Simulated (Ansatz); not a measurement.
Free-standing chains of the atoms of Li, named by their start (strip: triangular double chain, ladder: square double chain); atoms and period are relaxed, and energies count from relaxed bulk Li (Fm-3m, not its usual structure, 20.15 Å³/atom, gap on the mesh 0.00 eV).

All numbers below come from Ansatz, DFT PBE, scalar-relativistic, plane waves, PAW.

Cutoff 420 eV, Gaussian smearing of 0.05 eV, energies at zero smearing, symmetry of each start kept, collinear spin where a moment is listed.

```json
{"start": "linear chain", "atoms": "1", "k mesh": "1×1×23", "excess energy (eV per host atom)": "1.040", "period (Å)": "3.000", "gap on the mesh (eV)": "0", "highest filled level or Fermi level under vacuum (eV)": "3.42", "size of the moment (μB per cell)": "0.03"}
{"start": "dimerised chain", "atoms": "2", "k mesh": "1×1×12", "excess energy (eV per host atom)": "0.988", "period (Å)": "6.011", "gap on the mesh (eV)": "1.07", "highest filled level or Fermi level under vacuum (eV)": "3.75", "size of the moment (μB per cell)": "0.00"}
{"start": "zigzag chain*", "atoms": "2", "k mesh": "1×1×13", "excess energy (eV per host atom)": "0.767", "period (Å)": "3.196", "gap on the mesh (eV)": "0", "highest filled level or Fermi level under vacuum (eV)": "-", "size of the moment (μB per cell)": "0.31"}
{"start": "ladder chain", "atoms": "4", "k mesh": "1×1×12", "excess energy (eV per host atom)": "0.813", "period (Å)": "6.021", "gap on the mesh (eV)": "0", "highest filled level or Fermi level under vacuum (eV)": "-", "size of the moment (μB per cell)": "0.84"}
{"start": "strip chain", "atoms": "2", "k mesh": "1×1×22", "excess energy (eV per host atom)": "0.762", "period (Å)": "3.156", "gap on the mesh (eV)": "0", "highest filled level or Fermi level under vacuum (eV)": "-", "size of the moment (μB per cell)": "0.45"}
```

* ends far from its start.

Each run keeps its start's symmetry and one magnetic start, so lower states can exist. Rows stand on unlike meshes and boxes, so starts that end alike can differ by a few hundredths of an eV per atom.

Cost: 5 runs of about 2.3 core-minutes in all, on AMD EPYC 9R45 (Zen 5) (shared hosts).